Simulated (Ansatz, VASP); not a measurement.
**NbH2 in VASP and in Ansatz**

```
Nb H
1.0
     0.00000    2.26104    2.26104
     2.26104    0.00000    2.26104
     2.26104    2.26104    0.00000
Nb H
1 2
Cartesian
  0.0000 0.0000 0.0000
  1.1305 1.1305 1.1305
  3.3916 3.3916 3.3916
```

Alike in both runs: task single point; functional PBEsol; k mesh 11 × 11 × 11; no spin polarisation.

|  | VASP | Ansatz |
| --- | --- | --- |
| version | VASP 6.6.1 | Ansatz 0.2.0 |
| potentials or method | VASP PAW PBE potentials, release 64 (Nb_sv, H) | plane waves, PAW |
| plane-wave cutoff (eV) | 520 | 470 |
| occupations | methfessel-paxton of order 1, width 0.1 eV | cold |
| valence electrons in the cell | 15 | 15 |

|  | VASP | Ansatz | Ansatz less VASP |
| --- | --- | --- | --- |
| pressure (GPa) | -1.0 | -0.6 | +0.46 |

Caveats: the PAW data sets were made with another functional, which shifts forces and pressure a little (VASP).
